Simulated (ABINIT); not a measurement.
AlFe:

```
CELL_PARAMETERS angstrom
2.91000 0.00000 0.00000
0.00000 2.91000 0.00000
0.00000 0.00000 2.91000
ATOMIC_POSITIONS crystal
Fe 0.50000 0.50000 0.50000
Al 0.00000 0.00000 0.00000
```

- Program: ABINIT 10.8.3 (patched build)
- Task: relaxation of cell and atoms
- Functional: PBEsol
- Potentials or basis: Ansatz PAW PBE default generated set, frozen core
- Cutoff: 419 eV
- k mesh: 7 × 7 × 7
- Occupations: fermi-dirac, width 0.05 eV
- Spin: collinear spin, ferromagnetic start
- Starting moments: [3.0, 0.0] μB

At the start: pressure -10.8 GPa; volume 12.32 Å³/atom.

Task: How do energy, volume and symmetry change on relaxing?

Result: Over 5 steps the energy falls by 28.2 meV/atom and the volume is 11.53 Å³/atom (-6.4 %); space group Pm-3m (No. 221, to 0.05 Å); moment 0.64 μB per cell.

Step by step:
```tsv
step	energy change (eV)	largest force (eV/Å)	pressure (GPa)	volume (Å³)
1	0.0000	0.0000	-10.76	24.64
2	-0.0418	0.0000	-5.80	23.84
3	-0.0563	0.0000	0.59	22.98
4	-0.0564	0.0000	-0.03	23.06
5	-0.0564	0.0000	0.00	23.06
```

Final structure:
```xyz
2
Lattice="2.8462 0.0000 0.0000 0.0000 2.8462 0.0000 0.0000 0.0000 2.8462" Properties=species:S:1:pos:R:3 pbc="T T T"
Fe    1.4231    1.4231    1.4231
Al    0.0000    0.0000    0.0000
```

Caveat: the PAW data sets were made with another functional, which shifts forces and pressure a little; the atomic spheres overlap.
